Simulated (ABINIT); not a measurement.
Here is an ABINIT 10.8.3 (patched build) calculation.

File run.abi:

```
# Datasets
ndtset 3

# Pseudopotentials
pp_dirpath "./"
pseudos "Sc.upf, Al.upf"

# Structure
acell 3*1.0
rprim
     7.7248348677     0.0000000000     0.0000000000
     0.0000000000     7.7248348677     0.0000000000
     0.0000000000     0.0000000000     7.7248348677
ntypat 2
znucl 21 13
natom 4
typat 1 2 2 2
xred
            0.0            0.0            0.0
            1/2            1/2            0.0
            0.0            1/2            1/2
            1/2            0.0            1/2

# Plane-wave basis
ecut 35.0

# k points
ngkpt 12 12 12
nshiftk 1
shiftk 0.5 0.5 0.5
istwfk *1

# Exchange and correlation
ixc 11

# Bands and occupations
occopt 3
tsmear 0.2 eV

# SCF cycle
nstep 80

# Output
iomode 3
prteig 0
prtebands 0

# Dataset 1: ground state
nband1 14
tolvrs1 1.0e-12
prtden1 1
prtwf1 0
kptopt1 1

# Dataset 2: empty bands at fixed density
iscf2 -3
getden2 1
nband2 22
nbdbuf2 4
tolwfr2 1.0e-12
nstep2 120
prtden2 0
kptopt2 1

# Dataset 3: wave functions and velocity matrix elements in the full zone
optdriver3 8
wfk_task3 "wfk_optics_fullbz"
getwfk3 2
nband3 18
kptopt3 1
prtevk3 1
inclvkb3 2
```

Contents of optic.abi:

```
&FILES
 ddkfile_1 = 'runo_DS3_1_EVK.nc',
 ddkfile_2 = 'runo_DS3_2_EVK.nc',
 ddkfile_3 = 'runo_DS3_3_EVK.nc',
 wfkfile = 'runo_DS3_WFK.nc'
/
&PARAMETERS
 broadening = 0.005512,
 domega = 0.002,
 maxomega = 0.8,
 scissor = 0.000000,
 tolerance = 0.002
/
&COMPUTATIONS
 num_lin_comp = 1,
 lin_comp = 11,
 num_nonlin_comp = 0
/
```

Potentials or basis: PseudoDojo NC SR PBE v0.4.1 standard.

The run is started by

```bash
$ mpirun --bind-to none -np 4 abinit run.abi > log 2>&1
$ optic optic.abi > optic.log 2>&1
```

Problem. What does it give for the pressure?

Solution. 1.1 GPa.

Dielectric function (mean over the directions given):
| energy (eV) | real part | imaginary part |
| --- | --- | --- |
| 0.33 | 31.50 | 13.05 |
| 0.76 | 27.66 | 15.40 |
| 1.31 | 29.35 | 19.02 |
| 1.74 | 18.55 | 29.35 |
| 2.29 | 1.92 | 27.90 |
| 2.83 | -2.00 | 19.27 |
| 3.27 | -3.24 | 13.43 |
| 3.81 | -0.67 | 12.60 |
| 4.25 | -3.03 | 14.06 |
| 4.79 | -5.62 | 11.58 |
| 5.33 | -7.00 | 8.01 |
| 5.77 | -6.09 | 5.19 |
| 6.31 | -5.56 | 3.60 |
| 6.75 | -4.99 | 2.78 |
| 7.29 | -4.00 | 1.88 |
| 7.84 | -3.28 | 1.21 |
| 8.27 | -2.77 | 0.91 |
| 8.82 | -2.19 | 0.65 |
| 9.36 | -1.76 | 0.56 |
| 9.80 | -1.47 | 0.46 |
| 10.34 | -1.21 | 0.35 |
| 10.78 | -1.01 | 0.26 |
| 11.32 | -0.75 | 0.21 |
| 11.86 | -0.61 | 0.17 |
| 12.30 | -0.45 | 0.12 |
| 12.84 | -0.30 | 0.10 |
| 13.28 | -0.20 | 0.09 |
| 13.82 | -0.08 | 0.07 |
| 14.37 | 0.01 | 0.06 |
| 14.80 | 0.09 | 0.05 |
| 15.35 | 0.17 | 0.04 |
| 15.89 | 0.24 | 0.03 |
| 16.33 | 0.29 | 0.03 |
| 16.87 | 0.35 | 0.03 |
| 17.31 | 0.39 | 0.02 |
| 17.85 | 0.45 | 0.01 |
| 18.39 | 0.50 | 0.01 |
| 18.83 | 0.53 | 0.01 |
| 19.38 | 0.57 | 0.01 |
| 19.92 | 0.61 | 0.01 |

Caveat: the intraband (Drude) term is left out; spectra need much finer meshes, so this one isn't converged; independent-particle spectra lack excitons.
